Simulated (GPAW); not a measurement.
# BAs (F-43m) in GPAW: convergence with bands over the usual count

Aim: find how far bands over the usual count must go before the results for BAs settle, at r2SCAN. This setting moves, with any that are tied to it; all else stays.

All numbers are computed with GPAW 26.7.0; they aren't measurements. Logs are shortened: lines on timing, memory, paths and dates and some standing lists are left out, and cuts for length are marked. The log counts tension as positive stress, the text compression.

## (1) Starting point

The structure is cubic, space group F-43m (No. 216). Conventional cell: a = 4.777 Å, b = 4.777 Å, c = 4.777 Å, α = 90.00°, β = 90.00°, γ = 90.00°. As (site symmetry -43m) has 4 B at 2.07 Å as nearest neighbours. Around B (site symmetry -43m) lie 4 As at 2.07 Å.

## (2) With bands over the usual count 0.72

Contents of run.py:

```python
from ase import Atoms
from ase.dft.bandgap import bandgap
from ase.io import write
from ase.units import GPa
from gpaw import GPAW, PW

atoms = Atoms(['As', 'B'],
              cell=[[0.0, 2.3885, 2.3885],
                    [2.3885, 0.0, 2.3885],
                    [2.3885, 2.3885, 0.0]],
              scaled_positions=[[0.75, 0.75, 0.75],
                                [0.0, 0.0, 0.0]],
              pbc=True)

calc = GPAW(mode=PW(800),
            xc='MGGA_X_R2SCAN+MGGA_C_R2SCAN',
            kpts={'size': (10, 10, 10), 'gamma': True},
            occupations={'name': 'fermi-dirac', 'width': 0.05},
            nbands=8,
            convergence={'density': 1e-05, 'energy': 1e-05},
            maxiter=100,
            txt='gpaw.txt')
atoms.calc = calc
energy = atoms.get_potential_energy()
forces = atoms.get_forces()
stress = atoms.get_stress()
calc.write('gs.gpw')
write('result.traj', atoms)
print(f'Energy: {energy:.6f} eV')
print('Forces (eV/A):')
print(forces.round(4))
print('Stress (GPa):', (stress / GPa).round(3))
print('Fermi level:', round(calc.get_fermi_level(), 4), 'eV')
print(f'Gap: {bandgap(calc)[0]:.4f} eV, direct: {bandgap(calc, direct=True)[0]:.4f} eV')
```

Potentials or basis: GPAW PAW data sets (gpaw-data 1.2.1), pw.

On the command line:

```sh
$ OMP_NUM_THREADS=1 python run.py
```

gpaw.txt:

```text
__  _  _
 | _ |_)|_||  |
 |__||  | ||/\| - 26.7.0

Input parameters:
  mode=PW(ecut=800.0),
  convergence={'density': 1e-05, 'energy': 1e-05},
  kpts=MonkhorstPack(size=(10, 10, 10), gamma=True),
  maxiter=100,
  nbands=8,
  occupations=Occupations(name='fermi-dirac', width=0.05),
  xc=XC(name='MGGA_X_R2SCAN+MGGA_C_R2SCAN')

Diagonalizing LCAO Hamiltonian
Converting LCAO to pw mode

                   As

       B

Atoms  # Å, Bohr magnetons
|   | symbol |        x |        y |        z |    initial magnetic moments |
|---|--------|----------|----------|----------|-----------------------------|
| 0 |     As | 3.582750 | 3.582750 | 3.582750 | ( 0.0000,  0.0000,  0.0000) |
| 1 |      B | 0.000000 | 0.000000 | 0.000000 | ( 0.0000,  0.0000,  0.0000) |

Unit cell  # Å
| periodic |        x |        y |        z |  lengths |    angles |
|----------|----------|----------|----------|----------|-----------|
|      yes | 0.000000 | 2.388500 | 2.388500 | 3.377849 | 60.000000 |
|      yes | 2.388500 | 0.000000 | 2.388500 | 3.377849 | 60.000000 |
|      yes | 2.388500 | 2.388500 | 0.000000 | 3.377849 | 60.000000 |

Number of symmetries: 24
Symmetry operations  # r_c * U_cc + t_c -> r_c
|    | kind |            matrix            |
|----|------|------------------------------|
|  0 |  E   |  1, 0, 0,  0, 1, 0,  0, 0, 1 |
|  1 |  σ   |  1, 0, 0,  0, 0, 1,  0, 1, 0 |
|  2 |  σ   |  1, 0,-1,  0, 1,-1,  0, 0,-1 |
|  3 |  C3  |  1, 0,-1,  0, 0,-1,  0, 1,-1 |
|  4 |  C3  |  1,-1, 0,  0,-1, 1,  0,-1, 0 |
|  5 |  σ   |  1,-1, 0,  0,-1, 0,  0,-1, 1 |
|  6 |  σ   |  0, 1, 0,  1, 0, 0,  0, 0, 1 |
|  7 |  C3  |  0, 1, 0,  0, 0, 1,  1, 0, 0 |
|  8 |  C2  |  0, 1,-1,  1, 0,-1,  0, 0,-1 |
|  9 |  S4  |  0, 1,-1,  0, 0,-1,  1, 0,-1 |
| 10 |  C3  |  0, 0, 1,  1, 0, 0,  0, 1, 0 |
| 11 |  σ   |  0, 0, 1,  0, 1, 0,  1, 0, 0 |
| 12 |  S4  |  0, 0,-1,  1, 0,-1,  0, 1,-1 |
| 13 |  C3  |  0, 0,-1,  0, 1,-1,  1, 0,-1 |
| 14 |  S4  |  0,-1, 1,  1,-1, 0,  0,-1, 0 |
| 15 |  C2  |  0,-1, 1,  0,-1, 0,  1,-1, 0 |
| 16 |  C3  |  0,-1, 0,  1,-1, 0,  0,-1, 1 |
| 17 |  S4  |  0,-1, 0,  0,-1, 1,  1,-1, 0 |
| 18 |  S4  | -1, 1, 0, -1, 0, 1, -1, 0, 0 |
| 19 |  C3  | -1, 1, 0, -1, 0, 0, -1, 0, 1 |
| 20 |  C3  | -1, 0, 1, -1, 1, 0, -1, 0, 0 |
| 21 |  S4  | -1, 0, 1, -1, 0, 0, -1, 1, 0 |
| 22 |  σ   | -1, 0, 0, -1, 1, 0, -1, 0, 1 |
| 23 |  C2  | -1, 0, 0, -1, 0, 1, -1, 1, 0 |

BZ-sampling:
  Number of BZ points: 1000
  Number of IBZ points: 47

  Monkhorst-Pack size: [10, 10, 10]
  Monkhorst-Pack shift: [0.05, 0.05, 0.05]

K-points  # in reciprocal-cell coordinates
|     |                                coordinates |     weight |
|-----|--------------------------------------------|------------|
|   0 | (  0.00000000,   0.00000000,   0.00000000) | 0.00100000 |
|   1 | (  0.10000000,   0.10000000,   0.00000000) | 0.00600000 |
|   2 | (  0.10000000,   0.10000000,   0.10000000) | 0.00800000 |
|   3 | (  0.20000000,   0.10000000,   0.10000000) | 0.01200000 |
|   4 | (  0.20000000,   0.20000000,   0.00000000) | 0.00600000 |
|   5 | (  0.20000000,   0.20000000,   0.10000000) | 0.02400000 |
|   6 | (  0.20000000,   0.20000000,   0.20000000) | 0.00800000 |
|   7 | (  0.30000000,   0.20000000,   0.10000000) | 0.02400000 |
|   8 | (  0.30000000,   0.20000000,   0.20000000) | 0.02400000 |
|   9 | (  0.30000000,   0.30000000,   0.00000000) | 0.00600000 |
| ... |                                            |            |
|  46 | (  0.50000000,   0.50000000,   0.50000000) | 0.00400000 |

Plane wave coefficients: 1422
Cutoff: 800.0 eV

Spin-components: 1 (collinear spins)
Bands:           8
Projectors:      10
Spin-degeneracy: 2
Datatype:        complex128

Parallelization:
  kpt:    1
  domain: 1
  band:   1

Density:
  Valence electrons: 8.0
  Components: 1
  Grid points: [24 24 24]
  Charge: 0.0  # |e|

Potential:
  Grid points: [24 24 24]

species:
  As:
    name:    Arsenic
    Z:       33.0
    valence: 5
    core:    28
    charge:  0.0  # [|e|]
    compensation charges:
      type: gauss
      rc: 0.33  # [Å]
      lmax: 2
    cutoffs:
      filter: 1.87  # [Å]
      core: 2.96  # [Å]
    projectors
    | kind |    occ | energy [eV] | rcut [Å] |
    |------|--------|-------------|----------|
    |   4s |  2.000 |     -14.487 |    1.058 |
    |   4p |  3.000 |      -5.196 |    1.058 |
    |    s |        |      12.725 |    1.058 |
    |    p |        |      22.016 |    1.058 |
    |    d |        |       0.000 |    1.058 |

    Using partial waves for As as LCAO basis

  B:
    name:    Boron
    Z:       5.0
    valence: 3
    core:    2
    charge:  0.0  # [|e|]
    compensation charges:
      type: gauss
      rc: 0.20  # [Å]
      lmax: 2
    cutoffs:
      filter: 1.14  # [Å]
      core: 1.38  # [Å]
    projectors
    | kind |    occ | energy [eV] | rcut [Å] |
    |------|--------|-------------|----------|
    |   2s |  2.000 |      -9.443 |    0.635 |
    |   2p |  1.000 |      -3.606 |    0.635 |
    |    s |        |      17.768 |    0.635 |
    |    p |        |      23.605 |    0.635 |
    |    d |        |       0.000 |    0.635 |

    Using partial waves for B as LCAO basis

Reference energy: -62172.463167  # eV

eigensolver:
  PPCG
  Converge bands: occupied
  niter=2

density mixing:
  MSR1-Mixer
  Pratt-step length: 0.05
  Maximum mixing coefficient: 0.75
  Old densities: 10
  SVD Regularization: 0.005
  Good broyden scale: 1.0
  Trust region scale: 1.0
  Backstep threshold: 4.0
  History deletion threshold: 6.0
  Fourier metric: weight=20.0, sigma=0.015

occupation numbers:
  Fermi-Dirac:
    width: 0.0500  # eV

poisson solver:
  ecut: 6400.0  # eV

xc functional:
  name: MGGA_X_R2SCAN+MGGA_C_R2SCAN with 2 nearest neighbor stencil

convergence criteria:
- Maximum integral of absolute [dens]ity change: 1e-05 electrons / valence electron
- Maximum [total energy] change in last 3 cyles: 1e-05 eV / valence electron
- Maximum integral of absolute [eigenst]ate change: 4e-08 eV^2 / valence electron
maximum number of iterations: 100

SCF iterations
|iter     | |      energy | eigst |  dens |
|---------|-|-------------|-------|-------|
|iter:   1| |  -22.175917 | -0.24 |       |
|iter:   2| |  -20.936831 | -1.56 | -0.77 |
|iter:   3| |  -20.720717 | -1.42 | -0.80 |
|iter:   4| |  -20.719061 | -2.78 | -1.56 |
|iter:   5| |  -20.719950 | -3.48 | -2.08 |
|iter:   6| |  -20.720108 | -4.27 | -2.51 |
|iter:   7| |  -20.720113 | -6.08 | -3.42 |
|iter:   8| |  -20.720115c| -6.27 | -3.82 |
|iter:   9| |  -20.720115c| -7.50c| -4.90 |
|iter:  10| |  -20.720115c| -8.30c| -5.54c|

Converged in 10 steps
Energy contributions relative to reference atoms: (reference = -62172.463167)

Energy contributions:
  Kinetic:          17.957139
  Coulomb:         -15.591520
  Zero:             -0.080582
  External:          0.000000
  Xc:              -23.005152
  Entropy:          -0.000000
  Spinorbit:         0.000000
  ----------------------------
  Free energy:     -20.720115
  Extrapolated:    -20.720115

dipole moment: (-3.261906, -3.261906, -3.261906)  # |e|*Ang

Fermi level: 8.544
Eigenvalues  # (at kpt = [0.000, 0.000, 0.000])
| band index |      eig [eV] | occ [0-2] |
|------------|---------------|-----------|
|          0 |        -8.274 |     2.000 |
|          1 |         7.874 |     2.000 |
|          2 |         7.874 |     2.000 |
|          3 |         7.874 |     2.000 |
|          4 |        11.331 |     0.000 |
|          5 |        11.331 |     0.000 |
|          6 |        11.331 |     0.000 |
|          7 |        13.056 |     0.000 |

Gap: 1.373 eV
Transition (v -> c):
  (s=0, k=0, n=3, [0.00, 0.00, 0.00]) -> (s=0, k=24, n=4, [0.40, 0.40, 0.00])
Direct/indirect transitions are different
Direct gap: 3.456 eV
Transition at: (s=0, k=0, n=3, [0.00, 0.00, 0.00])

Forces  # eV/Ang
|        x |       y |        z |
|----------|---------|----------|
| -0.00000 | 0.00000 | -0.00000 |  # As   0
| -0.00000 | 0.00000 |  0.00000 |  # B    1

Stress tensor  # eV/Ang^3
|         x |         y |         z |
|-----------|-----------|-----------|
| -0.005003 | -0.000000 |  0.000000 |
| -0.000000 | -0.005003 |  0.000000 |
|  0.000000 |  0.000000 | -0.005003 |

# Writing to gs.gpw (mode='')
```

Run time: 40 s. Hardware: 1 thread of Arm Neoverse V1, shared host; peak memory 0.21 GiB.

What came out:

| Item | Value |
| --- | --- |
| Free energy | -20.7201 eV |
| Pressure | 0.8 GPa |
| Band gap on the k mesh | 1.37 eV, indirect (least direct gap 3.46 eV) |

## (3) With bands over the usual count 0.8

Edit run.py of step 2 so:

```diff
@@ -18,3 +18,3 @@
             occupations={'name': 'fermi-dirac', 'width': 0.05},
-            nbands=8,
+            nbands=9,
             convergence={'density': 1e-05, 'energy': 1e-05},
```

Potentials or basis: GPAW PAW data sets (gpaw-data 1.2.1), pw.

On the command line:

```sh
$ OMP_NUM_THREADS=1 python run.py
```

Wall time 44 s (1 thread of Arm Neoverse V1, shared host); peak memory 0.21 GiB.

It converged, with:

- Free energy: -20.7201 eV
- Pressure: 0.8 GPa
- Band gap on the k mesh: 1.37 eV, indirect (least direct gap 3.46 eV)

## (4) With bands over the usual count 0.9

Edit run.py of step 3 so:

```diff
@@ -18,3 +18,3 @@
             occupations={'name': 'fermi-dirac', 'width': 0.05},
-            nbands=9,
+            nbands=10,
             convergence={'density': 1e-05, 'energy': 1e-05},
```

On the command line:

```sh
$ OMP_NUM_THREADS=1 python run.py
```

It took 49 s on 1 thread of Arm Neoverse V1, shared host; peak memory 0.21 GiB.

It converged, with:

```yaml
Free_energy: -20.7201 eV
Pressure: 0.8 GPa
Band_gap_on_the_k_mesh: 1.37 eV, indirect (least direct gap 3.46 eV)
```

## (5) With bands over the usual count 1

Edit run.py of step 4 so:

```diff
@@ -18,3 +18,3 @@
             occupations={'name': 'fermi-dirac', 'width': 0.05},
-            nbands=10,
+            nbands=11,
             convergence={'density': 1e-05, 'energy': 1e-05},
```

On the command line:

```sh
$ OMP_NUM_THREADS=1 python run.py
```

It took 53 s on 1 thread of Arm Neoverse V1, shared host; peak memory 0.22 GiB.

It converged, with:

| Property | Result |
| --- | --- |
| Free energy | -20.7201 eV |
| Pressure | 0.8 GPa |
| Band gap on the k mesh | 1.37 eV, indirect (least direct gap 3.46 eV) |

## (6) With bands over the usual count 1.3

Edit run.py of step 5 so:

```diff
@@ -18,3 +18,3 @@
             occupations={'name': 'fermi-dirac', 'width': 0.05},
-            nbands=11,
+            nbands=15,
             convergence={'density': 1e-05, 'energy': 1e-05},
```

Potentials or basis: GPAW PAW data sets (gpaw-data 1.2.1), pw.

On the command line:

```sh
$ OMP_NUM_THREADS=1 python run.py
```

It took 71 s on 1 thread of Arm Neoverse V1, shared host; peak memory 0.22 GiB.

It converged, with:

```yaml
Free_energy: -20.7201 eV
Pressure: 0.8 GPa
Band_gap_on_the_k_mesh: 1.37 eV, indirect (least direct gap 3.46 eV)
```

## (7) With bands over the usual count 1.7

Edit run.py of step 6 so:

```diff
@@ -18,3 +18,3 @@
             occupations={'name': 'fermi-dirac', 'width': 0.05},
-            nbands=15,
+            nbands=19,
             convergence={'density': 1e-05, 'energy': 1e-05},
```

On the command line:

```sh
$ OMP_NUM_THREADS=1 python run.py
```

It took 89 s on 1 thread of Arm Neoverse V1, shared host; peak memory 0.22 GiB.

Results (log left out):

```yaml
Free_energy: -20.7201 eV
Pressure: 0.8 GPa
Band_gap_on_the_k_mesh: 1.37 eV, indirect (least direct gap 3.46 eV)
```

## (8) With bands over the usual count 2.5

Edit run.py of step 7 so:

```diff
@@ -18,3 +18,3 @@
             occupations={'name': 'fermi-dirac', 'width': 0.05},
-            nbands=19,
+            nbands=28,
             convergence={'density': 1e-05, 'energy': 1e-05},
```

On the command line:

```sh
$ OMP_NUM_THREADS=1 python run.py
```

It took 2.1 min on 1 thread of Arm Neoverse V1, shared host; peak memory 0.23 GiB.

The run converged. Its results:

```
Free energy            : -20.7201 eV
Pressure               : 0.8 GPa
Band gap on the k mesh : 1.37 eV, indirect (least direct gap 3.46 eV)
```

## (9) Result

| bands over the usual count | energy less the tightest run, at zero smearing (meV/atom) | SCF cycles | CPU time (s) | peak memory (GiB) |
| --- | --- | --- | --- | --- |
| 0.72 | 0.00 | 10 | 40 | 0.21 |
| 0.8 | 0.00 | 10 | 44 | 0.21 |
| 0.9 | 0.00 | 10 | 49 | 0.21 |
| 1 | 0.00 | 10 | 53 | 0.22 |
| 1.3 | 0.00 | 10 | 71 | 0.22 |
| 1.7 | 0.00 | 10 | 89 | 0.22 |
| 2.5 | 0.00 | 10 | 130 | 0.23 |

Against the tightest run, the energy stays within 1 meV/atom from 0.72 on. The tightest run that finished is the yardstick and may itself not be fully converged.

Caveats: the PAW data sets were made with another functional, which shifts forces and pressure a little.
